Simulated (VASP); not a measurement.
# HgTe (Fm-3m) in VASP: settings compared

Aim: see how the results for HgTe move with the level of theory and the settings. Levels: RPBE, PBE. Tasks: single point.

All numbers are computed with VASP 6.6.1; they aren't measurements. Logs are shortened: lines on timing, memory, paths and dates and some standing lists are left out, and cuts for length are marked.

### 1 The structure

Symmetry: Fm-3m, No. 225, cubic system. Conventional cell: a = 6.360 Å, b = 6.360 Å, c = 6.360 Å, α = 90.00°, β = 90.00°, γ = 90.00°. Hg (site symmetry m-3m) is surrounded by 6 Te at 3.18 Å. Around Te (site symmetry m-3m) lie 6 Hg at 3.18 Å.

Measurements of this composition are mostly on another form, of space group No. 216.

### 2 Single point, RPBE (volume scaled by 0.92)

Input file run.py:

```python
from ase.calculators.vasp import Vasp
from ase.dft.bandgap import bandgap
from ase.spacegroup import crystal

atoms = crystal(
    ['Hg', 'Te'],
    basis=[[0.0, 0.0, 0.0], [0.5, 0.0, 0.0]],
    spacegroup=225,
    setting=1,
    cellpar=[6.18566493, 6.18566493, 6.18566493, 90.0, 90.0, 90.0],
    primitive_cell=True,
)
calc = Vasp(
    directory='calc',
    xc='rpbe',
    pp='PBE',
    setups='recommended',
    prec='Accurate',
    encut=520,
    ediff=1e-06,
    ismear=-1,
    sigma=0.1,
    lreal=False,
    lasph=True,
    nelm=100,
    algo='Normal',
    isif=2,
    lwave=False,
    lcharg=False,
    kpts=[7, 7, 7],
    gamma=True,
    nbands=16,
)
atoms.calc = calc

print('energy (eV):', atoms.get_potential_energy())
print('free energy (eV):', atoms.get_potential_energy(force_consistent=True))
print('forces (eV/A):')
print(atoms.get_forces())
print('stress (eV/A^3, Voigt):', atoms.get_stress())
print('Fermi level (eV):', calc.get_fermi_level())
gap, top, bottom = bandgap(calc)
print('band gap (eV):', gap, 'from (spin, k, band)', top, 'to', bottom)
```

Potentials or basis: VASP PAW PBE potentials, release 64 (Hg, Te).

Launch:

```
$ python run.py
```

The log of the run:

```text
energy (eV): -2.55190056
free energy (eV): -2.5689943
forces (eV/A):
[[0. 0. 0.]
 [0. 0. 0.]]
stress (eV/A^3, Voigt): [-0.00614454 -0.00614454 -0.00614454 -0.         -0.          0.        ]
Fermi level (eV): 4.07943478
band gap (eV): 0.0 from (spin, k, band) (None, None, None) to (None, None, None)
```

OUTCAR:

```text
ENCUT = 520.000000
   EDIFF = 1.00e-06
   GGA = RP
   PREC = Accurate
   ISIF = 2
   ISMEAR = -1
   NELM = 100
   LASPH = .TRUE.
   LREAL = .FALSE.

 ion  position               nearest neighbor table
   1  0.000  0.000  0.000-   2 3.09   2 3.09   2 3.09   2 3.09   2 3.09   2 3.09
   2  0.500  0.500  0.500-   1 3.09   1 3.09   1 3.09   1 3.09   1 3.09   1 3.09

  LATTYP: Found a face centered cubic cell.
 ALAT       =     6.1856649300

  Lattice vectors:

 A1 = (   0.0000000000,   3.0928324650,   3.0928324650)
 A2 = (   3.0928324650,   0.0000000000,   3.0928324650)
 A3 = (   3.0928324650,   3.0928324650,   0.0000000000)

Analysis of symmetry for initial positions (statically):
=====================================================================
 Subroutine PRICEL returns:
 Original cell was already a primitive cell.

 Routine SETGRP: Setting up the symmetry group for a
 face centered cubic supercell.

 Subroutine GETGRP returns: Found 48 space group operations
 (whereof 48 operations were pure point group operations)
 out of a pool of 48 trial point group operations.

The static configuration has the point symmetry O_h .

Analysis of symmetry for dynamics (positions and initial velocities):
=====================================================================
 Subroutine PRICEL returns:
 Original cell was already a primitive cell.

 Routine SETGRP: Setting up the symmetry group for a
 face centered cubic supercell.

 Subroutine GETGRP returns: Found 48 space group operations
 (whereof 48 operations were pure point group operations)
 out of a pool of 48 trial point group operations.

The dynamic configuration has the point symmetry O_h .

 Subroutine INISYM returns: Found 48 space group operations
 (whereof 48 operations are pure point group operations),
 and found     1 'primitive' translations

----------------------------------------------------------------------------------------

                                     Primitive cell

  volume of cell :      59.1697

  direct lattice vectors                    reciprocal lattice vectors
     0.000000000  3.092832465  3.092832465    -0.161664107  0.161664107  0.161664107
     3.092832465  0.000000000  3.092832465     0.161664107 -0.161664107  0.161664107
     3.092832465  3.092832465  0.000000000     0.161664107  0.161664107 -0.161664107

  length of vectors
     4.373925618  4.373925618  4.373925618     0.280010448  0.280010448  0.280010448

  position of ions in fractional coordinates (direct lattice)
     0.000000000  0.000000000  0.000000000
     0.500000000  0.500000000  0.500000000

  ion indices of the primitive-cell ions
   primitive index   ion index
                 1           1
                 2           2

----------------------------------------------------------------------------------------

 KPOINTS: KPOINTS created by Atomic Simulation Env

Automatic generation of k-mesh.
 Grid dimensions read from file:
 generate k-points for:    7    7    7

 Generating k-lattice:

  Cartesian coordinates                     Fractional coordinates (reciprocal lattice)
    -0.023094872  0.023094872  0.023094872     0.142857143  0.000000000  0.000000000
     0.023094872 -0.023094872  0.023094872     0.000000000  0.142857143  0.000000000
     0.023094872  0.023094872 -0.023094872     0.000000000  0.000000000  0.142857143

  Length of vectors
     0.040001493  0.040001493  0.040001493

  Shift w.r.t. Gamma in fractional coordinates (k-lattice)
     0.000000000  0.000000000  0.000000000

 Subroutine IBZKPT returns following result:
 ===========================================

 Found     20 irreducible k-points:

 Following reciprocal coordinates:
            Coordinates               Weight
  0.000000  0.000000  0.000000      1.000000
  0.142857  0.000000  0.000000      8.000000
  0.285714  0.000000  0.000000      8.000000
  0.428571  0.000000  0.000000      8.000000
  0.142857  0.142857  0.000000      6.000000
  0.285714  0.142857  0.000000     24.000000
[... 12 lines left out ...]
 -0.428571  0.428571  0.142857     24.000000
 -0.285714  0.428571  0.142857     24.000000
   k-points           NKPTS =     20   k-points in BZ     NKDIM =     20   number of bands    NBANDS=     16
   number of dos      NEDOS =    301   number of ions     NIONS =      2
   total plane-waves  NPLWV =  46656
   dimension x,y,z NGX =    36 NGY =   36 NGZ =   36
   dimension x,y,z NGXF=    72 NGYF=   72 NGZF=   72
   ions per type =               1   1
   NGX,Y,Z   is equivalent  to a cutoff of  13.68, 13.68, 13.68 a.u.
   NGXF,Y,Z  is equivalent  to a cutoff of  27.37, 27.37, 27.37 a.u.
 SYSTEM =  unknown system
   PREC   = accura    normal or accurate (medium, high low for compatibility)
   ISTART =      0    job   : 0-new  1-cont  2-samecut
   ICHARG =      2    charge: 1-file 2-atom 10-const
   ISPIN  =      1    spin polarized calculation?
   LNONCOLLINEAR =      F non collinear calculations
   LSORBIT =      F    spin-orbit coupling
   LASPH  =      T    aspherical Exc in radial PAW
   ENCUT  =  520.0 eV  38.22 Ry    6.18 a.u.   8.13  8.13  8.13*2*pi/ulx,y,z
   NELM   =    100;   NELMIN=  2; NELMDL= -5     # of ELM steps
   EDIFF  = 0.1E-05   stopping-criterion for ELM
   LREAL  =      F    real-space projection
   EDIFFG = 0.1E-04   stopping-criterion for IOM
   NSW    =      0    number of steps for IOM
   IBRION =     -1    ionic relax: 0-MD 1-quasi-New 2-CG
   NFREE  =      0    steps in history (QN), initial steepest desc. (CG)
   ISIF   =      2    stress and relaxation
   ISYM   =      2    0-nonsym 1-usesym 2-fastsym
   POTIM  = 0.5000    time-step for ionic-motion
   TEBEG  =    0.0;   TEEND  =   0.0 temperature during run
   PSTRESS=    0.0 pullay stress
   NELECT =      18.0000    total number of electrons
   NUPDOWN=      -1.0000    fix difference up-down
   EMIN   =  10.00;   EMAX   =-10.00  energy-range for DOS
   EFERMI =   0.00;   METHOD = LEGACY
   ISMEAR =    -1;   SIGMA  =   0.10  broadening in eV -4-tet -1-fermi 0-gaus
   EFERMI_NEDOS =   21; number of points for ismear=-14 and -15
   IALGO  =     38    algorithm
   IMIX   =      4    mixing-type and parameters
     AMIX     =   0.40;   BMIX     =  1.00
     AMIX_MAG =   1.60;   BMIX_MAG =  1.00
  volume/ion in A,a.u.               =      29.58       199.65
  Fermi-wavevector in a.u.,A,eV,Ry     =   1.101030  2.080646 16.493904  1.212268
  Thomas-Fermi vector in A             =   2.237451
   LORBIT       =      0    0 simple, 1 ext, 2 COOP (PROOUT), +10 PAW based schemes
   GGA     = RP    functional components
   LHFCALC =     F    Hartree Fock is set to
   AEXX    =    0.0000 exact exchange contribution
   IVDW    =     0    specifies the selected vdW correction
   LEPSILON=     F    determine dielectric tensor
   LRPA    =     F    only Hartree local field effects (RPA)
 non-spin polarized calculation
  energy-cutoff  :      520.00
  volume of cell :       59.17
 maximum number of plane-waves:      1639
 NGX is ok and might be reduce to    36
   NGX = 17   NGY = 17   NGZ = 17

 number of electron      18.0000001 magnetization

 Free energy of the ion-electron system (eV)
  ---------------------------------------------------
  ext. energy  EPLUGINS =         0.00000000
  ---------------------------------------------------
  free energy    TOTEN  =        -2.56899430 eV

  energy without entropy =       -2.53480682  energy(sigma->0) =       -2.55190056

 E-fermi :   4.0794     XC(G=0):  -9.5460

 val. band max:        4.0591713673   @ k =  -0.1429   0.1429   0.0000
 cond. band min:       4.2093601976   @ k =   0.4286   0.0000   0.0000
 fundamental gap:      0.1501888303
 Fermi energy:         4.0794347799

 k-point     1 :       0.0000    0.0000    0.0000
  band No.  band energies     occupation
      1      -7.6827      2.00000
      2      -2.5211      2.00000
      3      -2.5211      2.00000
      4      -2.4670      2.00000
      5      -2.4670      2.00000
      6      -2.4670      2.00000
[... 8 lines left out ...]
     15      11.7747      0.00000
     16      11.7747      0.00000
[... 343 lines left out ...]
 k-point    20 :      -0.2857    0.4286    0.1429
  band No.  band energies     occupation
      1      -6.6107      2.00000
      2      -2.7027      2.00000
      3      -2.5199      2.00000
      4      -2.4397      2.00000
      5      -2.2700      2.00000
      6      -1.9708      2.00000
[... 8 lines left out ...]
     15      14.4253      0.00000
     16      16.6009      0.00000

------------------------ aborting loop because EDIFF is reached ----------------------------------------

  FORCE on cell =-STRESS in cart. coord.  units (eV):
  Direction    XX          YY          ZZ          XY          YZ          ZX
  --------------------------------------------------------------------------------------
  -------------------------------------------------------------------------------------
  Total        0.3635701      0.3635701      0.3635701     -0.0000000     -0.0000000      0.0000000
  in kB        9.8446343      9.8446343      9.8446343     -0.0000000     -0.0000000      0.0000000
  external PRESSURE =       9.8446343 kB  Pullay stress =       0.0000000 kB

 VOLUME and BASIS-vectors are now :
 -----------------------------------------------------------------------------
  energy-cutoff  :      520.00
  volume of cell :       59.17
      direct lattice vectors                 reciprocal lattice vectors
     0.000000000  3.092832465  3.092832465    -0.161664107  0.161664107  0.161664107
     3.092832465  0.000000000  3.092832465     0.161664107 -0.161664107  0.161664107
     3.092832465  3.092832465  0.000000000     0.161664107  0.161664107 -0.161664107

 POSITION                                       TOTAL-FORCE (eV/Angst)
 -----------------------------------------------------------------------------------
      0.00000      0.00000      0.00000         0.000000      0.000000      0.000000
      3.09283      3.09283      3.09283         0.000000      0.000000      0.000000
 -----------------------------------------------------------------------------------
    total drift:                               -0.000000      0.000000      0.000000

  FREE ENERGIE OF THE ION-ELECTRON SYSTEM (eV)
  ---------------------------------------------------
  free  energy   TOTEN  =        -2.5689943043 eV

  energy  without entropy=       -2.5348068174  energy(sigma->0) =       -2.55190056
```

INCAR:

```text
ENCUT = 520.000000
SIGMA = 0.100000
EDIFF = 1.00e-06
ALGO = Normal
GGA = RP
PREC = Accurate
ISIF = 2
ISMEAR = -1
NBANDS = 16
NELM = 100
LASPH = .TRUE.
LCHARG = .FALSE.
LWAVE = .FALSE.
LREAL = .FALSE.
```

Wall time 18 s (1 thread of AMD EPYC 9R45 (Zen 5), shared host); peak memory 0.17 GiB.

What came out:

```yaml
Free_energy: -2.5690 eV
Pressure: 1.0 GPa
Band_gap_on_the_k_mesh: none (metal or under the smearing width)
```

Caveat: the PAW data sets were made with another functional, which shifts forces and pressure a little.

### 3 Single point, PBE

Input file INCAR:

```
PREC = Accurate ; ENCUT = 500
EDIFF = 1E-6 ; ISMEAR = 0
SIGMA = 0.02 ; LREAL = F
LASPH = T ; NELM = 60
ALGO = Normal ; ISIF = 2
LWAVE = F ; LCHARG = F
GGA = PE
```

Input file KPOINTS:

```
Automatic mesh
0
Gamma
  5 5 5
```

Input file POSCAR:

```
HgTe
1.0
    0.0000000000      3.1800000000      3.1800000000
    3.1800000000      0.0000000000      3.1800000000
    3.1800000000      3.1800000000      0.0000000000
Hg Te
1 1
Direct
    0.0000000000      0.0000000000      0.0000000000
    0.5000000000      0.5000000000      0.5000000000
```

Potentials or basis: VASP PAW PBE potentials, release 64 (Hg_sv_GW, Te_GW).

Launch:

```
$ cat potpaw_PBE.64/Hg_sv_GW/POTCAR potpaw_PBE.64/Te_GW/POTCAR > POTCAR
$ mpirun -np 1 vasp_std > vasp.out
```

OUTCAR:

```text
PREC = Accurate
   ENCUT = 500
   EDIFF = 1E-6
   ISMEAR = 0
   LREAL = F
   LASPH = T
   NELM = 60
   ISIF = 2
   GGA = PE

 ion  position               nearest neighbor table
   1  0.000  0.000  0.000-   2 3.18   2 3.18   2 3.18   2 3.18   2 3.18   2 3.18
   2  0.500  0.500  0.500-   1 3.18   1 3.18   1 3.18   1 3.18   1 3.18   1 3.18

  LATTYP: Found a face centered cubic cell.
 ALAT       =     6.3600000000

  Lattice vectors:
[... 370 lines left out ...]
     16      10.4241      0.00000
     17      11.3453      0.00000

------------------------ aborting loop because EDIFF is reached ----------------------------------------

  FORCE on cell =-STRESS in cart. coord.  units (eV):
  Direction    XX          YY          ZZ          XY          YZ          ZX
  --------------------------------------------------------------------------------------
  -------------------------------------------------------------------------------------
  Total       -1.6867418     -1.6867418     -1.6867418      0.0000000      0.0000000     -0.0000000
  in kB      -42.0192060    -42.0192060    -42.0192060      0.0000000      0.0000000     -0.0000000
  external PRESSURE =     -42.0192060 kB  Pullay stress =       0.0000000 kB

 VOLUME and BASIS-vectors are now :
 -----------------------------------------------------------------------------
  energy-cutoff  :      500.00
  volume of cell :       64.31
      direct lattice vectors                 reciprocal lattice vectors
     0.000000000  3.180000000  3.180000000    -0.157232704  0.157232704  0.157232704
     3.180000000  0.000000000  3.180000000     0.157232704 -0.157232704  0.157232704
     3.180000000  3.180000000  0.000000000     0.157232704  0.157232704 -0.157232704

 POSITION                                       TOTAL-FORCE (eV/Angst)
 -----------------------------------------------------------------------------------
      0.00000      0.00000      0.00000         0.000000      0.000000      0.000000
      3.18000      3.18000      3.18000        -0.000000      0.000000     -0.000000
 -----------------------------------------------------------------------------------
    total drift:                               -0.000000      0.000000      0.000000

  FREE ENERGIE OF THE ION-ELECTRON SYSTEM (eV)
  ---------------------------------------------------
  free  energy   TOTEN  =        -3.3017116158 eV

  energy  without entropy=       -3.3002850514  energy(sigma->0) =       -3.30099833
```

OSZICAR:

```text
N       E                     dE             d eps       ncg     rms          rms(c)
DAV:   1     0.283169093693E+03    0.28317E+03   -0.14293E+04   420   0.166E+03
DAV:   2     0.272926825611E+02   -0.25588E+03   -0.24677E+03   400   0.617E+02
DAV:   3    -0.230410975717E+01   -0.29597E+02   -0.29004E+02   460   0.164E+02
DAV:   4    -0.346339538014E+01   -0.11593E+01   -0.11534E+01   496   0.412E+01
DAV:   5    -0.348589831906E+01   -0.22503E-01   -0.22483E-01   458   0.574E+00    0.168E+01
DAV:   6    -0.330445914700E+01    0.18144E+00   -0.57660E-01   560   0.113E+01    0.117E+01
DAV:   7    -0.330380790101E+01    0.65125E-03   -0.14553E-01   493   0.325E+00    0.277E+00
DAV:   8    -0.330204659728E+01    0.17613E-02   -0.17154E-02   509   0.212E+00    0.303E-01
DAV:   9    -0.330169676536E+01    0.34983E-03   -0.22655E-03   438   0.776E-01    0.721E-02
DAV:  10    -0.330170525123E+01   -0.84859E-05   -0.56866E-05   462   0.712E-02    0.593E-02
DAV:  11    -0.330171175755E+01   -0.65063E-05   -0.12289E-05   516   0.461E-02    0.637E-03
DAV:  12    -0.330171161578E+01    0.14177E-06   -0.66722E-07   261   0.161E-02
   1 F= -.33017116E+01 E0= -.33009983E+01  d E =-.142656E-02
```

stdout:

```text
POSCAR found type information on POSCAR HgTe
 POSCAR found :  2 types and       2 ions
 scaLAPACK will be used
 LDA part: xc-table for (Slater+PW92), standard interpolation
 POSCAR, INCAR and KPOINTS ok, starting setup
 FFT: planning ... GRIDC
 FFT: planning ... GRID_SOFT
 FFT: planning ... GRID
 WAVECAR not read
 entering main loop
```

Wall time 11 s (1 thread of AMD EPYC 9R45 (Zen 5), shared host); peak memory 0.18 GiB.

Results:

| Item | Value |
| --- | --- |
| Free energy | -3.3017 eV |
| Pressure | -4.2 GPa |
| Band gap on the k mesh | none (metal or under the smearing width) |

Levels at points of the mesh, in eV from the Fermi level:
| k point | band 9 | band 10 | band 11 | band 12 | band 13 | band 14 | band 15 | band 16 | band 17 |
| --- | --- | --- | --- | --- | --- | --- | --- | --- | --- |
| (0.00, 0.00, 0.00) | -6.32 | -6.32 | -1.47 | -0.63 | -0.63 | -0.63 | 7.39 | 7.39 | 7.50 |

### 4 Single point, PBE

Input file INCAR:

```
PREC = Accurate ; ENCUT = 500
EDIFF = 1E-7 ; ISMEAR = 0
SIGMA = 0.02 ; LREAL = F
LASPH = T ; NELM = 100
ALGO = Normal ; ISIF = 2
LWAVE = F ; LCHARG = F
GGA = PE
```

Input file KPOINTS:

```
regular mesh
0
Gamma
  5 5 5
```

POSCAR is that of step 3.

Launch:

```
$ cat potpaw_PBE.64/Hg_sv_GW/POTCAR potpaw_PBE.64/Te_GW/POTCAR > POTCAR
$ mpirun -np 1 vasp_std > vasp.out
```

Run time: 23 s. Hardware: 1 thread of Intel Xeon Platinum 8259CL at 2.50GHz (Skylake/Cascade Lake), shared host; peak memory 0.21 GiB.

Results (log left out):

```yaml
Free_energy: -3.3017 eV
Pressure: -4.2 GPa
Band_gap_on_the_k_mesh: none (metal or under the smearing width)
```

Levels at points of the mesh, in eV from the Fermi level:
```csv
k point,band 11,band 12,band 13,band 14,band 15,band 16
"(0.00, 0.00, 0.00)",-1.47,-0.63,-0.63,-0.63,7.39,7.39
```

The run has no spin-orbit coupling, so splittings on Hg, Te are missing.

### 5 Single point, PBE

Input file INCAR:

```
PREC = Accurate
ENCUT = 500
EDIFF = 1E-6
ISMEAR = 0
SIGMA = 0.02
LREAL = F
LASPH = T
NELM = 100
ALGO = Normal
ISIF = 2
LWAVE = F
LCHARG = T
GGA = PE
LELF = T
LVHAR = T
```

KPOINTS is that of step 4.

POSCAR is that of step 4.

Launch:

```
$ cat potpaw_PBE.64/Hg_sv_GW/POTCAR potpaw_PBE.64/Te_GW/POTCAR > POTCAR
$ mpirun -np 1 vasp_std > vasp.out
```

Wall time 29 s (1 thread of Intel Xeon Platinum 8375C at 2.90GHz (Ice Lake), shared host); peak memory 0.21 GiB.

The run converged. Its results:

- Free energy: -3.3017 eV
- Pressure: -4.2 GPa
- Band gap on the k mesh: none (metal or under the smearing width)

Levels at points of the mesh, in eV from the Fermi level:
| k point | band 10 | band 11 | band 12 | band 13 | band 14 | band 15 | band 16 | band 17 |
| --- | --- | --- | --- | --- | --- | --- | --- | --- |
| (0.00, 0.00, 0.00) | -6.32 | -1.47 | -0.63 | -0.63 | -0.63 | 7.39 | 7.39 | 7.50 |
